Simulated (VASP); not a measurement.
Ta2N under changes of volume

One of the cells (13.048 Å³/atom); the others are scaled copies at fixed shape and fractional positions:

```xyz
3
Lattice="3.0788 0.0000 0.0000 -1.5394 2.6663 0.0000 0.0000 0.0000 4.7687" Properties=species:S:1:pos:R:3 pbc="T T T"
Ta    0.0000    1.7775    1.1977
Ta    1.5394    0.8888    3.5710
N     0.0000    0.0000    4.7687
```

The cell comes from a database or a generator and needn't be the stable form of this composition.

```yaml
Program: VASP 6.6.1
Functional: LDA
Potentials_or_basis: VASP PAW LDA potentials, release 64 (Ta_pv, N)
Cutoff: 520 eV
k_mesh: 8 × 8 × 6
Occupations: fermi-dirac, width 0.05 eV
Spin: no spin polarisation
```

```tsv
volume (Å³/atom)	energy over the lowest point (meV/atom)	pressure (GPa)	largest force (eV/Å)
12.527	?	?	?
12.787	5.42	6.6	0.158
13.048	0.00	0.0	0.004
13.309	4.87	-6.0	0.152
13.570	19.00	-11.4	0.287
```

Problem. What does the run at 12.527 Å³/atom give?

Solution. Energy over the lowest point 22.30 meV/atom; pressure 14.1 GPa; largest force 0.334 eV/Å.

Worked out: A Birch-Murnaghan fit of order 2 (a polynomial in V^(-2/3)) to the other rows has its minimum at 13.05 Å³/atom with B0 = V·E''(V) = 314 GPa at fixed shape and positions, which overstates the stiffness. It gives 22.08 meV/atom at 12.527 Å³/atom, against the run's 22.30, and -dE/dV = 14.0 GPa, against 14.1.

Energies are extrapolated to zero smearing.
